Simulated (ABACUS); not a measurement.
Set up this calculation in ABACUS 3.10.1, as the native input.

| Property | Result |
| --- | --- |
| Task | single point |
| Functional | PBE |
| Potentials or basis | PseudoDojo NC SR 0.4.1 PBE standard |
| Cutoff | 925 eV |
| Density cutoff | 3701 eV |
| Basis | plane waves |
| k mesh | 8 × 8 × 8 |
| Occupations | fermi-dirac, width 0.05 eV |
| Spin | no spin polarisation |
| Radial cutoff of the potentials (pseudo_rcut) | 10 bohr |
| SCF threshold on the density | 1e-08 |
| Max SCF steps | 100 |
| Eigensolver | dav |
| Mixing | broyden |
| Mixing share | 0.7 |
| Symmetry key | 1 |
| Bands | 9 |

Crystal: Ca.

```xyz
1
Lattice="-2.2400 2.2400 2.2400 2.2400 -2.2400 2.2400 2.2400 2.2400 -2.2400" Properties=species:S:1:pos:R:3 pbc="T T T"
Ca    0.0000    0.0000    0.0000
```

This isn't the form of Ca at room conditions, which is fcc.

One way to write it, as run:

INPUT

```
INPUT_PARAMETERS
suffix              Ca
calculation         scf
basis_type          pw
pseudo_dir          ./
symmetry            1
dft_functional      pbe
ecutwfc             68
pseudo_rcut         10
nspin               1
nbands              9
ks_solver           dav
smearing_method     fd
smearing_sigma      0.00367493
scf_thr             1e-08
scf_nmax            100
mixing_type         broyden
mixing_beta         0.7
cal_force           1
cal_stress          1
out_chg             1
out_pot             2
out_elf             1
```

STRU

```
ATOMIC_SPECIES
Ca 40.0780 Ca.upf

LATTICE_CONSTANT
1.8897261246

LATTICE_VECTORS
-2.2400000000 2.2400000000 2.2400000000
2.2400000000 -2.2400000000 2.2400000000
2.2400000000 2.2400000000 -2.2400000000

ATOMIC_POSITIONS
Direct

Ca
0.0
1
0.0000000000 0.0000000000 0.0000000000 1 1 1
```

KPT

```
K_POINTS
0
Gamma
8 8 8 0 0 0
```

Potentials or basis: PseudoDojo NC SR 0.4.1 PBE standard, plane waves.

Launch:

```bash
$ OMP_NUM_THREADS=1 mpirun -np 4 abacus > log
```

Results of the run:

```yaml
Pressure: -1.0 GPa
Band_gap_on_the_k_mesh: none (metal or under the smearing width)
```

Caveat: the cell was measured hot, at 740 K.

Wall time 6.8 s on 4 MPI ranks on Intel(R) Xeon(R) Platinum 8259CL CPU @ 2.50GHz (Skylake/Cascade Lake), on a shared host, peak memory 0.24 GiB a rank.
